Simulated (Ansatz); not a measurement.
# Sb (P2_1/m) in Ansatz: further runs

One crystal, Sb, is run at these levels: LDA; tasks: relaxation of cell and atoms.

All numbers are computed with Ansatz 0.2.0; they aren't measurements. Logs are shortened: lines on timing, memory, paths and dates and some standing lists are left out, and cuts for length are marked.

**1. The crystal as given**

Symmetry: P2_1/m, No. 11, monoclinic system. Conventional cell: a = 3.122 Å, b = 4.348 Å, c = 4.406 Å, α = 90.00°, β = 90.51°, γ = 90.00°. Around Sb (site symmetry m) lie 6 Sb at 3.04 to 3.15 Å.

This isn't the form of Sb at room conditions, which is rhombohedral.

**2. Relaxation of cell and atoms, LDA**

input.yaml reads:

```yaml
crystal:
  lattice:
    - [3.122402, 0.0, 0.0]
    - [0.0, 4.347518, 0.0]
    - [-0.038915, 0.0, 4.405852]
  atoms:
    - { symbol: Sb, position: [0.011389, 0.25, 0.241166] }
    - { symbol: Sb, position: [0.988611, 0.75, 0.758834] }
hamiltonian:
  xc: lda
  pseudopotentials: { kind: paw }
kpoints:
  mp_grid: { grid: [9, 6, 6] }
scf:
  occupations: { method: fermi_dirac, width: 0.05 }
output:
  forces: true
  stress: true
  eigenvalues: true
relax:
  f_tol: 0.01
  max_steps: 40
  cell: { stress_tol: 0.05 }
```

Potentials or basis: Ansatz PAW.

Started as:

```console
> ansatz run input.yaml --threads 2 --pin off --max-ram 5632MiB --backend cpu --events-out ev --progress --plain --runs-dir out
```

Output:

```text
Warning: RAYON_NUM_THREADS=2 ignored (pool sized by the plan → 2); use --threads N
Engine: ansatz 0.2.0, aarch64-unknown-linux-gnu
Pseudopotentials: kind: paw
Pseudopotential: Sb, paw, valence charge 15, recommended cutoff 420 eV (normal), Sb.paw.azcp
Functional definition: SPW92
  exchange = slater_x
  correlation = pw_c
Crystal: 2 atoms, lattice volume = 59.808 Å³
Basis set: ecut = 420 eV, 1169 PW (Γ)
Bands: 19, of which v1, the nominal top of the filled ones, is band 15 counted from 1 (14 counted from 0)
Symmetry: 4 space group operations
Space group: P21/m (ITA 11), of the structure as read, at distance tolerance 3.9e-5 Å
k-points: 112 of 324
Non-local potential: Sb, projectors of the file, l = 0: 2, l = 1: 2, l = 2: 2, l = 3: 2
PAW form: soft (Blöchl's): semilocal exchange-correlation on the pseudo side does not see the compensation charge
PAW frozen core: Sb, regenerated for the run's functional, and the local potential with it (the file was generated under x = pbe(κ = 0.804, μ = 0.2195149727645171), c = pbe(β = 0.06672455060314922))
PAW one-centre angular grid: Sb, 590 points (default); XC on 64 Gauss nodes
Initial density: superposition of atomic densities (neutral atoms: chi_scale 0, normalization atom), corrected by the library's trained network
Initial wavefunctions: pseudopotential atomic-orbital guess
Functional: x = slater, c = lda
SCF iter   1: F=—  HF=-12671.539803 eV  |F-HF|=—  |Δ(HF+E_count)|=         —  Δρ=6.02e-3  dr2=8.16e-3  ethr=1.77e-3  ⟨swp⟩=6.4  Hψ=11128  notcnv=0
preconditioner: auto → Kerker (q_TF=auto, 2.432 Å⁻¹)  [metal: Δε(μ)=0.015 eV  Ē_g=8.691 eV  σ=0.050 eV  W_gap=0.07  n_scr=10 (ndim 8)  ℏωp=15.2 eV  f_vac=0.002  D(μ)=1.67/eV (n_scr^D=10)]
SCF iter   2: F=—  HF=-12671.535179 eV  |F-HF|=—  |Δ(HF+E_count)|=   4.62e-3  Δρ=3.48e-3  dr2=2.81e-3  ethr=2.72e-5  ⟨swp⟩=1.7  Hψ=3298  notcnv=0  defer=3
SCF iter   3: F=—  HF=-12671.534167 eV  |F-HF|=—  |Δ(HF+E_count)|=   1.01e-3  Δρ=6.43e-4  dr2=2.04e-4  ethr=9.38e-6  ⟨swp⟩=2.0  Hψ=3232  notcnv=0  defer=3
SCF iter   4: F=—  HF=-12671.534103 eV  |F-HF|=—  |Δ(HF+E_count)|=   6.47e-5  Δρ=5.20e-4  dr2=6.81e-5  ethr=6.79e-7  ⟨swp⟩=2.0  Hψ=3801  notcnv=0  defer=3
SCF iter   5: F=—  HF=-12671.534052 eV  |F-HF|=—  |Δ(HF+E_count)|=   5.03e-5  Δρ=1.94e-4  dr2=9.98e-6  ethr=2.27e-7  ⟨swp⟩=2.0  Hψ=3323  notcnv=0  defer=3
SCF iter   6: F=—  HF=-12671.534047 eV  |F-HF|=—  |Δ(HF+E_count)|=   5.50e-6  Δρ=4.27e-5  dr2=8.08e-7  ethr=3.33e-8  ⟨swp⟩=2.0  Hψ=3488  notcnv=0  defer=3
SCF iter   7: F=-12671.534047 eV  HF=-12671.534047 eV  |F-HF|=1.75e-8  |Δ(HF+E_count)|=   3.34e-7  Δρ=7.82e-6  dr2=3.32e-8  ethr=3.33e-10  ⟨swp⟩=4.1  Hψ=9061  notcnv=0
SCF 1 converged in 7 iterations: F = -12671.534047 eV  dr2 = 3.32e-8
relax step   1: F+E_penalty+E_count = -12671.53404661 eV  Δ(F+E_penalty+E_count) = +0.000e0 eV  max|allowed force component| = 3.606e-2 eV/Å  Δτ_max = 0.0000 Å  P = -3.327 GPa  Ω = 59.808 Å³  (7 SCF iters, dr2 threshold 1.00e-7 eV, accepted)
Crystal: 2 atoms, lattice volume = 54.273 Å³
Basis set: ecut = 420 eV, 1053 PW (Γ)
Initial density: handed on by an earlier stage of this run
Initial wavefunctions: those handed on with the density
iter 1 solved again at ethr=1.23e-5 eV; its pass at ethr=3.10e-3 eV (dr2=3.68e-3 eV) is discarded
SCF iter   1: F=—  HF=-12671.560455 eV  |F-HF|=—  |Δ(HF+E_count)|=         —  Δρ=2.48e-3  dr2=3.56e-3  ethr=1.23e-5  ⟨swp⟩=2.2  Hψ=14008  notcnv=0
preconditioner: auto → Kerker (q_TF=auto, 2.472 Å⁻¹)  [metal: Δε(μ)=0.009 eV  Ē_g=9.214 eV  σ=0.050 eV  W_gap=0.05  n_scr=10 (ndim 8)  ℏωp=15.9 eV  f_vac=0.000  D(μ)=1.47/eV (n_scr^D=10)]
SCF iter   2: F=—  HF=-12671.560281 eV  |F-HF|=—  |Δ(HF+E_count)|=   1.73e-4  Δρ=1.68e-3  dr2=1.82e-3  ethr=1.19e-5  ⟨swp⟩=1.0  Hψ=2128  notcnv=0
SCF iter   3: F=—  HF=-12671.559983 eV  |F-HF|=—  |Δ(HF+E_count)|=   2.99e-4  Δρ=2.78e-4  dr2=6.16e-5  ethr=6.05e-6  ⟨swp⟩=1.0  Hψ=2134  notcnv=0
SCF iter   4: F=—  HF=-12671.559989 eV  |F-HF|=—  |Δ(HF+E_count)|=   6.38e-6  Δρ=9.16e-5  dr2=4.90e-6  ethr=2.05e-7  ⟨swp⟩=2.0  Hψ=2667  notcnv=0
SCF iter   5: F=-12671.559990 eV  HF=-12671.559990 eV  |F-HF|=4.44e-8  |Δ(HF+E_count)|=   6.35e-7  Δρ=1.62e-5  dr2=1.19e-7  ethr=6.67e-10  ⟨swp⟩=4.4  Hψ=10285  notcnv=0
SCF 2 converged in 5 iterations: F = -12671.559990 eV  dr2 = 1.19e-7
relax step   2: F+E_penalty+E_count = -12671.55998992 eV  Δ(F+E_penalty+E_count) = -2.594e-2 eV  max|allowed force component| = 1.314e-1 eV/Å  Δτ_max = 0.0233 Å  P = +2.588 GPa  Ω = 54.273 Å³  energy of the carried Pulay correction = +1.283e-3 eV  (5 SCF iters, dr2 threshold 2.00e-7 eV, accepted)
Crystal: 2 atoms, lattice volume = 56.481 Å³
[... 89 lines left out ...]
Crystal: 2 atoms, lattice volume = 56.110 Å³
iter 1 solved again at ethr=4.77e-9 eV; its pass at ethr=3.10e-3 eV (dr2=1.43e-6 eV) is discarded
SCF iter   1: F=—  HF=-12671.578813 eV  |F-HF|=—  |Δ(HF+E_count)|=         —  Δρ=6.57e-5  dr2=1.89e-6  ethr=4.77e-9  ⟨swp⟩=3.1  Hψ=14267  notcnv=0
preconditioner: auto → none  [insulator: Δε(μ)=0.152 eV  Ē_g=9.032 eV  σ=0.050 eV  W_gap=0.60  n_scr=10 (ndim 8)  ℏωp=15.7 eV  f_vac=0.000  D(μ)=1.47/eV (n_scr^D=10)  ε∞_Penn≈4.0]
SCF iter   2: F=—  HF=-12671.578813 eV  |F-HF|=—  |Δ(HF+E_count)|=   2.57e-7  Δρ=2.87e-5  dr2=3.11e-7  ethr=4.77e-9  ⟨swp⟩=2.1  Hψ=3749  notcnv=0
SCF iter   3: F=—  HF=-12671.578813 eV  |F-HF|=—  |Δ(HF+E_count)|=   1.20e-8  Δρ=5.46e-6  dr2=1.21e-8  ethr=1.04e-9  ⟨swp⟩=1.3  Hψ=2312  notcnv=0
SCF iter   4: F=—  HF=-12671.578813 eV  |F-HF|=—  |Δ(HF+E_count)|=  7.46e-10  Δρ=1.06e-6  dr2=3.89e-10  ethr=4.03e-11  ⟨swp⟩=2.0  Hψ=3741  notcnv=0
SCF iter   5: F=—  HF=-12671.578813 eV  |F-HF|=—  |Δ(HF+E_count)|=  8.91e-11  Δρ=1.49e-7  dr2=2.25e-11  ethr=1.30e-12  ⟨swp⟩=2.8  Hψ=3679  notcnv=0
SCF iter   6: F=-12671.578813 eV  HF=-12671.578813 eV  |F-HF|=5.46e-12  |Δ(HF+E_count)|=  9.09e-12  Δρ=3.58e-8  dr2=1.14e-12  ethr=1.00e-12  ⟨swp⟩=6.0  Hψ=8585  notcnv=0
SCF 11 converged in 6 iterations: F = -12671.578813 eV  dr2 = 1.14e-12
relax step  11: F+E_penalty+E_count = -12671.57881281 eV  Δ(F+E_penalty+E_count) = -7.843e-6 eV  max|allowed force component| = 1.071e-3 eV/Å  Δτ_max = 0.0021 Å  P = +0.018 GPa  Ω = 56.110 Å³  energy of the carried Pulay correction = +8.438e-4 eV  (6 SCF iters, accepted)
Initial wavefunctions: pseudopotential atomic-orbital guess (no wavefunctions were taken with the density)
iter 1 solved again at ethr=3.95e-7 eV; its pass at ethr=3.10e-3 eV (dr2=1.19e-4 eV) is discarded
SCF iter   1: F=—  HF=-12671.577930 eV  |F-HF|=—  |Δ(HF+E_count)|=         —  Δρ=6.59e-5  dr2=2.94e-7  ethr=3.95e-7  ⟨swp⟩=2.8  Hψ=16050  notcnv=0
SCF iter   2: F=—  HF=-12671.577931 eV  |F-HF|=—  |Δ(HF+E_count)|=   9.01e-7  Δρ=3.23e-5  dr2=6.52e-8  ethr=9.79e-10  ⟨swp⟩=2.6  Hψ=3710  notcnv=0
SCF iter   3: F=—  HF=-12671.577931 eV  |F-HF|=—  |Δ(HF+E_count)|=   5.96e-8  Δρ=1.17e-6  dr2=3.00e-10  ethr=2.17e-10  ⟨swp⟩=2.9  Hψ=3769  notcnv=0
SCF iter   4: F=—  HF=-12671.577931 eV  |F-HF|=—  |Δ(HF+E_count)|=  3.46e-11  Δρ=1.72e-7  dr2=2.41e-11  ethr=1.00e-12  ⟨swp⟩=2.1  Hψ=3218  notcnv=0
iter 5 did not close the SCF: its close was put off for the readings that it lacked (scf_convergence_deferred on its scf_iter line)
SCF iter   5: F=-12671.577931 eV  HF=-12671.577931 eV  |F-HF|=1.46e-11  |Δ(HF+E_count)|=    0.00e0  Δρ=9.88e-8  dr2=1.07e-11  ethr=1.00e-12  ⟨swp⟩=1.3  Hψ=2243  notcnv=0
SCF iter   6: F=-12671.577931 eV  HF=-12671.577931 eV  |F-HF|=7.28e-12  |Δ(HF+E_count)|=  1.09e-11  Δρ=1.77e-8  dr2=2.54e-13  ethr=1.00e-12  ⟨swp⟩=4.4  Hψ=8762  notcnv=0
SCF 12 converged in 6 iterations: F = -12671.577931 eV  dr2 = 2.54e-13
relax step  12: F+E_penalty+E_count = -12671.57793138 eV  Δ(F+E_penalty+E_count) = +8.814e-4 eV  max|allowed force component| = 1.070e-3 eV/Å  Δτ_max = 0.0000 Å  P = +0.019 GPa  Ω = 56.110 Å³  stress off target by 2.63e-2 GPa  SCF on the basis re-selected at this cell (its energy is not comparable with the rows above)  (6 SCF iters)
basis re-selected at this cell: Δ(F+E_penalty+E_count) = +8.814e-4 eV, ΔP = +0.001 GPa vs the last step (what re-selecting the basis moved, of the pressure what is left beyond the Pulay correction that the steps carried, after the strain that the cell walked since its last selection, with what the two solves' SCF thresholds leave and, on support functions, any second-order correction that the steps lacked; it is no measure of the basis error at this ecutwfc). This SCF's stress stands 2.63e-2 GPa from its target on what of the cell is left free (relax.cell.stress_tol is 5.00e-2 GPa) and its largest allowed force component is 1.07e-3 eV/Å (relax.f_tol is 1.00e-2 eV/Å): within both
SCF converged after 6 iterations
Free energy (F): -12671.577931 eV
Harris-Foulkes:  -12671.577931 eV  (|F-HF|=7.28e-12)
Internal energy: -12671.566069 eV  (E = F + TS)
E sigma→0 (E₀):  -12671.572000 eV
Entropy (-TS):   -0.011863 eV (-5.931 meV/atom)
Fermi energy:    10.749768 eV
--- Per-component energies (eV) ---
  E_band       = -315.975045
  E_kinetic    = 417.895822
  E_local      = -3056.246085  (includes V_loc(G=0)·N_el)
  E_nonlocal   = 732.823880
  E_hartree    = 1387.921783
  E_xc         = -276.662961
  E_vxc        = -195.854561  (∫ρ·V_xc dr)
  E_paw        = -8853.160255  (= ΣΔE_a)
  E_vpaw       = -990.437663  (= ΣTr[D̂ρ^β])
  E_aug_tail   = -0.000004  (compensation charges beyond the density's cutoff)
  E_ewald      = -3025.255895
  E_core_change = 1.117647  (= ΣΔE_core)
  E_smearing   = -0.011863  (= −TS)
  E_closure    = -0.000000  (closes the sum)
  Σ components = -12671.577931   (vs F -12671.577931, Δ=0.00e0)
--- Forces (eV/Å), atoms counted from 1 ---
  atom   1  Sb     0.00106979    -0.00000000     0.00031398
  atom   2  Sb    -0.00106979     0.00000000    -0.00031398
  max |Σ_I F_I| component: 0.00e0 eV/Å
--- Stress (GPa, compression-positive) ---
        0.007757       0.000000       0.002381
        0.000000       0.026300      -0.000000
        0.002381      -0.000000       0.023515
  P = ⅓ Tr σ = 0.0192 GPa (0.192 kbar)
--- Band table (eV; the first three rows and the last of 112) ---
  k-point 0: bands = ["-18.5668", "-18.5599", "-18.4683", "-18.4539", "-18.3929", "-18.3924", "-18.3408", "-18.3406", "-18.3381", "-18.2538", "-2.3054", "3.1938", "6.8253", "6.8475", "12.6431", "13.8448", "14.0576", "14.0658", "17.8683"]
  k-point 1: bands = ["-18.5525", "-18.5468", "-18.4608", "-18.4586", "-18.3896", "-18.3890", "-18.3460", "-18.3445", "-18.3441", "-18.2757", "-2.0904", "2.3990", "7.1135", "7.3847", "12.7905", "12.9864", "13.5279", "14.0601", "17.8716"]
  k-point 2: bands = ["-18.5323", "-18.4914", "-18.4794", "-18.4331", "-18.3805", "-18.3795", "-18.3680", "-18.3544", "-18.3535", "-18.3349", "-1.4516", "0.9436", "7.8991", "8.4221", "10.8545", "11.2418", "14.6866", "15.8755", "16.8242"]
  k-point 111: bands = ["-18.4443", "-18.4443", "-18.4274", "-18.4274", "-18.4055", "-18.4055", "-18.3932", "-18.3932", "-18.3011", "-18.3011", "2.1980", "2.1980", "6.7656", "6.7656", "9.1952", "9.1952", "14.3825", "14.3825", "14.8553"]
--- Relaxed structure (11 steps of the walk, 10 accepted, 1 SCFs on fresh bases) ---
  F+E_penalty+E_count = -12671.57793138 eV   max|allowed force component| = 1.070e-3 eV/Å   (the final SCF, on the basis selected at the relaxed cell)
  cell:  # Å, volume = 56.1097 Å³
    - [3.053309522306257, 0.0, 0.013293004576393165]
    - [0.0, 4.282924891157175, 0.0]
    - [-0.019296851994598067, 0.0, 4.290603906433674]
  atoms:
    - { symbol: Sb, position: [-0.0003900047795515054, 0.25, 0.24998295067943088] }
    - { symbol: Sb, position: [1.0003900047795513, 0.7499999999999999, 0.750017049320569] }
```

It took 42 s on 2 threads of Arm Neoverse V2, shared host; peak memory 0.38 GiB.

Results:

| Item | Value |
| --- | --- |
| Free energy | -12671.5779 eV |
| Relaxed volume | 28.05 Å³/atom |
| Relaxed cell | a = 3.053 Å, b = 4.283 Å, c = 4.291 Å, α = 90.00°, β = 90.01°, γ = 90.00° |
| Space group after relaxing (to 0.05 Å) | Pm-3m (No. 221) |
| Energy gained by relaxing | 21.9 meV/atom |
| Ionic steps | 11 |
| Pressure after relaxing | 0.0 GPa |
| Band gap on the k mesh | none (metal or under the smearing width) |

Step by step:
```
step  energy change (eV)  largest force (eV/Å)  volume (Å³)
   1              0.0000                0.0374        59.81
   2             -0.0259                0.1318        54.27
   3             -0.0423                0.0621        56.48
   4             -0.0441                0.0186        56.29
   5             -0.0444                0.0080        56.12
   6             -0.0446                0.0030        56.15
   7             -0.0447                0.0012        56.14
   8             -0.0447                0.0029        56.12
   9             -0.0448                0.0008        56.13
  10             -0.0448                0.0011        56.11
  11             -0.0439                0.0011        56.11
```

Final structure:
```
Sb
1.0
     3.05331    0.00000    0.01329
     0.00000    4.28292    0.00000
    -0.01930    0.00000    4.29060
Sb
2
Direct
  0.99961 0.25000 0.24998
  0.00039 0.75000 0.75002
```

Caveat: the plane-wave basis is chosen anew once the cell has moved, so the energies of steps on either side of that aren't comparable; the PAW data sets come from PBE, with cores solved anew for the run's functional, which leaves a small shift of forces and pressure. Spin-orbit coupling is left out, which matters for the levels of Sb.

**3. Relaxation of cell and atoms, LDA, target pressure 2 GPa, at which the enthalpy is minimised**

input.yaml: that of step 2 with these lines changed.

```diff
@@ -22,2 +22,2 @@
   max_steps: 40
-  cell: { stress_tol: 0.05 }
+  cell: { stress_tol: 0.05, p_target: 2.0 }
```

Potentials or basis: Ansatz PAW.

Started as:

```console
> ansatz run input.yaml --threads 2 --pin off --max-ram 5632MiB --backend cpu --events-out ev --progress --plain --runs-dir out
```

Run time: 31 s. Hardware: 2 threads of Arm Neoverse V2, shared host; peak memory 0.39 GiB.

It converged, with:

* Free energy: -12671.5681 eV
* Relaxed volume: 27.25 Å³/atom
* Relaxed cell: a = 3.019 Å, b = 4.244 Å, c = 4.254 Å, α = 90.00°, β = 90.01°, γ = 90.00°
* Space group after relaxing (to 0.05 Å): Pm-3m (No. 221)
* Energy change on relaxing (the enthalpy is what falls): -17.0 meV/atom
* Ionic steps: 9
* Pressure after relaxing: 2.0 GPa
* Largest force after relaxing: 0.005 eV/Å
* Band gap on the k mesh: none (metal or under the smearing width)

Forces in eV/Å, atoms in the order of the input:
```
Sb   0.005  0.000  0.000
Sb  -0.005  0.000  0.000
```

The path:
```csv
step,energy change (eV),largest force (eV/Å),volume (Å³)
1,0.0000,0.0374,59.81
2,0.0324,0.2001,52.05
3,-0.0382,0.0923,55.06
4,-0.0355,0.0730,54.66
5,-0.0355,0.0018,54.54
6,-0.0357,0.0002,54.55
7,-0.0354,0.0017,54.52
8,-0.0353,0.0046,54.51
9,-0.0340,0.0046,54.51
```

Final structure:
```
Sb
1.0
     3.01903    0.00000    0.01314
     0.00000    4.24435    0.00000
    -0.01908    0.00000    4.25372
Sb
2
Direct
  0.99819 0.25000 0.24999
  0.00181 0.75000 0.75001
```

Levels at points of the mesh, in eV from the Fermi level:
```
             k point  band 11  band 12  band 13  band 14  band 15  band 16  band 17  band 18  band 19
  (0.00, 0.00, 0.00)   -13.30    -7.57    -4.07    -4.04     1.78     3.21     3.35     3.36     7.18
 (0.00, 0.00, -0.50)   -11.36   -11.35    -1.67    -1.67    -1.10    -1.10     5.09     5.10     8.25
 (0.00, -0.50, 0.00)   -11.35   -11.35    -1.68    -1.68    -1.12    -1.12     5.10     5.10     8.31
(0.00, -0.50, -0.50)   -10.52   -10.52    -6.33    -6.33     5.51     5.51     5.66     5.66     9.83
```

Caveat: the plane-wave basis is chosen anew once the cell has moved, so the energies of steps on either side of that aren't comparable; the PAW data sets come from PBE, with cores solved anew for the run's functional, which leaves a small shift of forces and pressure. Spin-orbit coupling is left out, which matters for the levels of Sb.

(Part 1 of 2 ends here.)
